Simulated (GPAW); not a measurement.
# MoSe2 (P6_3/mmc) in GPAW: band structure with PBEsol

Aim: the band structure of MoSe2 with PBEsol.

All numbers are computed with GPAW 26.7.0; they aren't measurements. Logs are shortened: lines on timing, memory, paths and dates and some standing lists are left out, and cuts for length are marked. The log counts tension as positive stress, the text compression.

**1. The structure**

It takes space group P6_3/mmc (No. 194, hexagonal). The conventional cell has a = 3.288 Å, b = 3.288 Å, c = 12.900 Å, α = 90.00°, β = 90.00°, γ = 120.00°. Around Mo (site symmetry -6m2) lie 6 Se at 2.49 Å. Se (site symmetry 3m) has 3 Mo at 2.49 Å as nearest neighbours.

**2. Band structure, PBEsol**

The input, run.py:

```python
from ase import Atoms
from ase.dft.bandgap import bandgap
from ase.io import write
from ase.units import GPa
from gpaw import GPAW, PW, setup_paths

setup_paths.insert(0, '.')

atoms = Atoms(['Mo', 'Mo', 'Se', 'Se', 'Se', 'Se'],
              cell=[[3.288, 0.0, 0.0],
                    [-1.644, 2.8474915276, 0.0],
                    [0.0, 0.0, 12.9]],
              scaled_positions=[[0.6666666667, 0.3333333333, 0.75],
                                [0.3333333333, 0.6666666667, 0.25],
                                [0.6666666667, 0.3333333333, 0.375],
                                [0.3333333333, 0.6666666667, 0.875],
                                [0.6666666667, 0.3333333333, 0.125],
                                [0.3333333333, 0.6666666667, 0.625]],
              pbc=True)

calc = GPAW(mode=PW(600),
            xc='PBEsol',
            kpts={'size': (6, 6, 2), 'gamma': True},
            occupations={'name': 'fermi-dirac', 'width': 0.05},
            nbands=46,
            convergence={'density': 1e-05, 'energy': 1e-05},
            maxiter=150,
            txt='gpaw.txt')
atoms.calc = calc
energy = atoms.get_potential_energy()
forces = atoms.get_forces()
stress = atoms.get_stress()
calc.write('gs.gpw')
write('result.traj', atoms)
print(f'Energy: {energy:.6f} eV')
print('Forces (eV/A):')
print(forces.round(4))
print('Stress (GPa):', (stress / GPa).round(3))
print('Fermi level:', round(calc.get_fermi_level(), 4), 'eV')
print(f'Gap: {bandgap(calc)[0]:.4f} eV, direct: {bandgap(calc, direct=True)[0]:.4f} eV')

path = atoms.cell.bandpath('GMKGALHA,LM,KH', npoints=80, eps=1e-4)
bs_calc = calc.fixed_density(kpts=path, symmetry='off', nbands=71,
                             convergence={'bands': 'CBM+6.0', 'eigenstates': 1e-6}, txt='bands.txt')
bs = bs_calc.band_structure()
bs.write('bs.json')
print(f'Gap on the path: {bandgap(bs_calc)[0]:.4f} eV')
```

Potentials or basis: PAW data sets generated in the run's folder for this functional, pw.

Started as:

```
gpaw-setup -f PBEsol Mo Se
OMP_NUM_THREADS=1 python run.py
```

gpaw.txt:

```text
__  _  _
 | _ |_)|_||  |
 |__||  | ||/\| - 26.7.0

Input parameters:
  mode=PW(ecut=600.0),
  convergence={'density': 1e-05, 'energy': 1e-05},
  kpts=MonkhorstPack(size=(6, 6, 2), gamma=True),
  maxiter=150,
  nbands=46,
  occupations=Occupations(name='fermi-dirac', width=0.05),
  xc=XC(name='PBEsol')

Diagonalizing LCAO Hamiltonian
Converting LCAO to pw mode

        Se

           Mo

        Se

           Se

        Mo

           Se

Atoms  # Å, Bohr magnetons
|   | symbol |         x |        y |         z |    initial magnetic moments |
|---|--------|-----------|----------|-----------|-----------------------------|
| 0 |     Mo |  1.644000 | 0.949164 |  9.675000 | ( 0.0000,  0.0000,  0.0000) |
| 1 |     Mo | -0.000000 | 1.898328 |  3.225000 | ( 0.0000,  0.0000,  0.0000) |
| 2 |     Se |  1.644000 | 0.949164 |  4.837500 | ( 0.0000,  0.0000,  0.0000) |
| 3 |     Se | -0.000000 | 1.898328 | 11.287500 | ( 0.0000,  0.0000,  0.0000) |
| 4 |     Se |  1.644000 | 0.949164 |  1.612500 | ( 0.0000,  0.0000,  0.0000) |
| 5 |     Se | -0.000000 | 1.898328 |  8.062500 | ( 0.0000,  0.0000,  0.0000) |

Unit cell  # Å
| periodic |         x |        y |         z |   lengths |     angles |
|----------|-----------|----------|-----------|-----------|------------|
|      yes |  3.288000 | 0.000000 |  0.000000 |  3.288000 |  90.000000 |
|      yes | -1.644000 | 2.847492 |  0.000000 |  3.288000 |  90.000000 |
|      yes |  0.000000 | 0.000000 | 12.900000 | 12.900000 | 120.000000 |

Number of symmetries: 12
Symmetry operations  # r_c * U_cc + t_c -> r_c
|    | kind |            matrix            |
|----|------|------------------------------|
|  0 |  σ   |  1, 1, 0,  0,-1, 0,  0, 0, 1 |
|  1 |  S6  |  1, 1, 0, -1, 0, 0,  0, 0,-1 |
|  2 |  E   |  1, 0, 0,  0, 1, 0,  0, 0, 1 |
|  3 |  C2  |  1, 0, 0, -1,-1, 0,  0, 0,-1 |
|  4 |  C2  |  0, 1, 0,  1, 0, 0,  0, 0,-1 |
|  5 |  C3  |  0, 1, 0, -1,-1, 0,  0, 0, 1 |
|  6 |  S6  |  0,-1, 0,  1, 1, 0,  0, 0,-1 |
|  7 |  σ   |  0,-1, 0, -1, 0, 0,  0, 0, 1 |
|  8 |  σ   | -1, 0, 0,  1, 1, 0,  0, 0, 1 |
|  9 |  i   | -1, 0, 0,  0,-1, 0,  0, 0,-1 |
| 10 |  C3  | -1,-1, 0,  1, 0, 0,  0, 0, 1 |
| 11 |  C2  | -1,-1, 0,  0, 1, 0,  0, 0,-1 |

BZ-sampling:
  Number of BZ points: 72
  Number of IBZ points: 14

  Monkhorst-Pack size: [6, 6, 2]
  Monkhorst-Pack shift: [0.08333333333333333, 0.08333333333333333, 0.25]

K-points  # in reciprocal-cell coordinates
|     |                                coordinates |     weight |
|-----|--------------------------------------------|------------|
|   0 | (  0.00000000,   0.00000000,   0.00000000) | 0.01388889 |
|   1 | (  0.00000000,   0.00000000,   0.50000000) | 0.01388889 |
|   2 | (  0.16666667,   0.00000000,   0.00000000) | 0.08333333 |
|   3 | (  0.16666667,   0.00000000,   0.50000000) | 0.08333333 |
|   4 | (  0.33333333,  -0.16666667,   0.00000000) | 0.08333333 |
|   5 | (  0.33333333,  -0.16666667,   0.50000000) | 0.08333333 |
|   6 | (  0.33333333,   0.00000000,   0.00000000) | 0.08333333 |
|   7 | (  0.33333333,   0.00000000,   0.50000000) | 0.08333333 |
|   8 | (  0.33333333,   0.33333333,   0.00000000) | 0.02777778 |
|   9 | (  0.33333333,   0.33333333,   0.50000000) | 0.02777778 |
| ... |                                            |            |
|  13 | (  0.50000000,   0.50000000,   0.50000000) | 0.04166667 |

Plane wave coefficients: 4083
Cutoff: 600.0 eV

Spin-components: 1 (collinear spins)
Bands:           46
Projectors:      32
Spin-degeneracy: 2
Datatype:        complex128

Parallelization:
  kpt:    1
  domain: 1
  band:   1

Density:
  Valence electrons: 52.0
  Components: 1
  Grid points: [20 20 75]
  Charge: 0.0  # |e|

Potential:
  Grid points: [20 20 75]

species:
  Mo:
    name:    Molybdenum
    Z:       42.0
    valence: 14
    core:    28
    charge:  0.0  # [|e|]
    compensation charges:
      type: gauss
      rc: 0.38  # [Å]
      lmax: 2
    cutoffs:
      filter: 2.16  # [Å]
      core: 1.42  # [Å]
    projectors
    | kind |    occ | energy [eV] | rcut [Å] |
    |------|--------|-------------|----------|
    |   4s |  2.000 |     -64.262 |    1.238 |
    |   5s |  1.000 |      -4.116 |    1.238 |
    |   4p |  6.000 |     -38.461 |    1.296 |
    |   5p |  0.000 |      -1.012 |    1.296 |
    |   4d |  5.000 |      -3.770 |    1.296 |
    |    d |        |      23.442 |    1.296 |

    Using partial waves for Mo as LCAO basis

  Se:
    name:    Selenium
    Z:       34.0
    valence: 6
    core:    28
    charge:  0.0  # [|e|]
    compensation charges:
      type: gauss
      rc: 0.27  # [Å]
      lmax: 2
    cutoffs:
      filter: 1.77  # [Å]
      core: 2.67  # [Å]
    projectors
    | kind |    occ | energy [eV] | rcut [Å] |
    |------|--------|-------------|----------|
    |   4s |  2.000 |     -17.281 |    0.847 |
    |   4p |  4.000 |      -6.511 |    1.005 |
    |    s |        |       9.930 |    0.847 |
    |    p |        |      20.700 |    1.005 |
    |    d |        |       0.000 |    0.847 |

    Using partial waves for Se as LCAO basis

Reference energy: -484382.748889  # eV

eigensolver:
  PPCG
  Converge bands: occupied
  niter=2

density mixing:
  MSR1-Mixer
  Pratt-step length: 0.05
  Maximum mixing coefficient: 0.75
  Old densities: 10
  SVD Regularization: 0.005
  Good broyden scale: 1.0
  Trust region scale: 1.0
  Backstep threshold: 4.0
  History deletion threshold: 6.0
  Fourier metric: weight=20.0, sigma=0.015

occupation numbers:
  Fermi-Dirac:
    width: 0.0500  # eV

poisson solver:
  ecut: 4800.0  # eV

xc functional:
  name: PBEsol with 2 nearest neighbor stencil

convergence criteria:
[... 6 lines left out ...]
|iter     | |      energy | eigst |  dens |
|---------|-|-------------|-------|-------|
|iter:   1| |  -45.824846 | +0.49 |       |
|iter:   2| |  -45.292567 | -1.43 | -1.05 |
|iter:   3| |  -43.994589 | -1.37 | -1.11 |
|iter:   4| |  -43.818689 | -1.98 | -1.44 |
|iter:   5| |  -43.809473 | -2.85 | -1.84 |
|iter:   6| |  -43.847613 | -3.05 | -2.11 |
|iter:   7| |  -43.801644 | -3.35 | -2.06 |
|iter:   8| |  -43.801656 | -5.26 | -3.10 |
|iter:   9| |  -43.801662c| -6.04 | -3.48 |
|iter:  10| |  -43.801662c| -7.32 | -4.32 |
|iter:  11| |  -43.801662c| -7.78c| -4.96 |
|iter:  12| |  -43.801662c| -8.19c| -5.51c|

Converged in 12 steps
Energy contributions relative to reference atoms: (reference = -484382.748889)

Energy contributions:
  Kinetic:          19.500054
  Coulomb:         -26.915430
  Zero:             -0.647768
  External:          0.000000
  Xc:              -35.738507
  Entropy:          -0.000020
  Spinorbit:         0.000000
  ----------------------------
  Free energy:     -43.801672
  Extrapolated:    -43.801662

dipole moment: (0.000025, 0.000043, 0.000194)  # |e|*Ang

Fermi level: 8.683
Eigenvalues  # (at kpt = [0.000, 0.000, 0.000])
| band index |      eig [eV] | occ [0-2] |
|------------|---------------|-----------|
|          0 |       -52.931 |     2.000 |
|        ... |               |           |
|         18 |         5.401 |     2.000 |
|         19 |         6.461 |     2.000 |
|         20 |         6.461 |     2.000 |
|         21 |         6.500 |     2.000 |
|         22 |         6.500 |     2.000 |
|         23 |         7.214 |     2.000 |
[... 8 lines left out ...]
|         32 |        11.192 |     0.000 |
|         33 |        11.192 |     0.000 |
|        ... |               |           |
|         45 |        20.722 |     0.000 |

Gap: 0.847 eV
Transition (v -> c):
  (s=0, k=0, n=25, [0.00, 0.00, 0.00]) -> (s=0, k=4, n=26, [0.33, -0.17, 0.00])
Direct/indirect transitions are different
Direct gap: 1.358 eV
Transition at: (s=0, k=8, n=25, [0.33, 0.33, 0.00])

Forces  # eV/Ang
|        x |        y |        z |
|----------|----------|----------|
|  0.00000 | -0.00000 |  0.00002 |  # Mo   0
| -0.00000 |  0.00000 | -0.00002 |  # Mo   1
|  0.00000 | -0.00000 |  0.79644 |  # Se   2
|  0.00000 |  0.00000 |  0.79647 |  # Se   3
|  0.00000 | -0.00000 | -0.79647 |  # Se   4
| -0.00000 |  0.00000 | -0.79644 |  # Se   5

Stress tensor  # eV/Ang^3
|         x |         y |         z |
|-----------|-----------|-----------|
| -0.007580 | -0.000000 |  0.000000 |
|  0.000000 | -0.007580 | -0.000000 |
|  0.000000 | -0.000000 | -0.042977 |

# Writing to gs.gpw (mode='')
```

It took 5 min on 1 thread of Arm Neoverse V2, shared host; peak memory 0.74 GiB.

What came out:

* Free energy: -43.8017 eV
* Pressure: 3.1 GPa
* Largest force: 0.796 eV/Å
* Band gap on the k mesh: 0.85 eV, indirect (least direct gap 1.36 eV)
* Band gap along the path: 0.81 eV, indirect (least direct gap 1.36 eV)

Forces on the atoms (eV/Å):
```
Mo   0.000  0.000  0.000
Mo   0.000  0.000  0.000
Se   0.000  0.000  0.796
Se   0.000  0.000  0.796
Se   0.000  0.000 -0.796
Se   0.000  0.000 -0.796
```

Levels at the corners of the path, in eV from the valence-band top:
```
point  band 23  band 24  band 25  band 26  band 27  band 28  band 29  band 30
    Γ    -1.82    -1.11    -0.87     0.00     2.40     2.40     2.45     2.45
    M    -1.40    -1.34    -1.23    -1.21     1.34     1.39     1.69     1.96
    K    -2.44    -2.44    -0.68    -0.50     0.86     0.86     1.71     2.65
    Γ    -1.82    -1.11    -0.87     0.00     2.40     2.40     2.45     2.45
    A    -1.84    -1.84    -0.20    -0.20     2.42     2.42     2.42     2.42
    L    -1.31    -1.31    -1.28    -1.28     1.36     1.36     1.84     1.84
    H    -2.58    -2.58    -0.60    -0.60     0.86     0.86     2.16     2.16
    A    -1.84    -1.84    -0.20    -0.20     2.42     2.42     2.42     2.42
    L    -1.31    -1.31    -1.28    -1.28     1.36     1.36     1.84     1.84
    M    -1.40    -1.34    -1.23    -1.21     1.34     1.39     1.69     1.96
    K    -2.44    -2.44    -0.68    -0.50     0.86     0.86     1.71     2.65
    H    -2.58    -2.58    -0.60    -0.60     0.86     0.86     2.16     2.16
```

Caveat: the cell's inner coordinates are idealised or old, which leaves forces on the atoms; this functional lacks dispersion, which binds the layers, so the pressure and a relaxed spacing across them are unreliable.

**3. For comparison**

An earlier run on the cell as given: functional PBEsol; potentials or basis PAW data sets generated in the run's folder for this functional; cutoff 600 eV; basis pw; k mesh 9 × 9 × 2; occupations fermi-dirac, width 0.05 eV; no spin polarisation.

* Pressure: 3.1 GPa
* Largest force: 0.790 eV/Å
* Band gap on the k mesh: 0.86 eV, indirect (least direct gap 1.36 eV)
